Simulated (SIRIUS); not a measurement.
Ta:

```
Ta
1.0
    -1.65128    1.65128    1.65128
     1.65128   -1.65128    1.65128
     1.65128    1.65128   -1.65128
Ta
1
Direct
  0.00000 0.00000 0.00000
```

Base run:

| Item | Value |
| --- | --- |
| Program | SIRIUS 7.10.0 |
| Functional | LDA |
| Potentials or basis | PseudoDojo 0.4.1 PBE standard (scalar relativistic) |
| Cutoff | 807 eV |
| Density cutoff | 3227 eV |
| k mesh | 11 × 11 × 11 |
| Occupations | fermi-dirac, width 0.05 eV |
| Spin | no spin polarisation |

Its results: band gap on the k mesh none (metal or under the smearing width); pressure -8.4 GPa.

Problem. After a change of settings the same cell gave: band gap on the k mesh none (metal or under the smearing width); pressure 6.0 GPa. Which change was it?
A. functional from LDA to BLYP; libxc names from ["XC_LDA_X", "XC_LDA_C_PW"] to ["XC_GGA_X_B88", "XC_GGA_C_LYP"]
B. functional from LDA to BPBE; libxc names from ["XC_LDA_X", "XC_LDA_C_PW"] to ["XC_GGA_X_B88", "XC_GGA_C_PBE"]
C. functional from LDA to RPBE; libxc names from ["XC_LDA_X", "XC_LDA_C_PW"] to ["XC_GGA_X_RPBE", "XC_GGA_C_PBE"]
D. functional from LDA to PBEsol; libxc names from ["XC_LDA_X", "XC_LDA_C_PW"] to ["XC_GGA_X_PBE_SOL", "XC_GGA_C_PBE_SOL"]

Solution. C.

Caveats: the potentials were made for another functional, which shifts forces and pressure.

Not every run made on this cell is shown here.
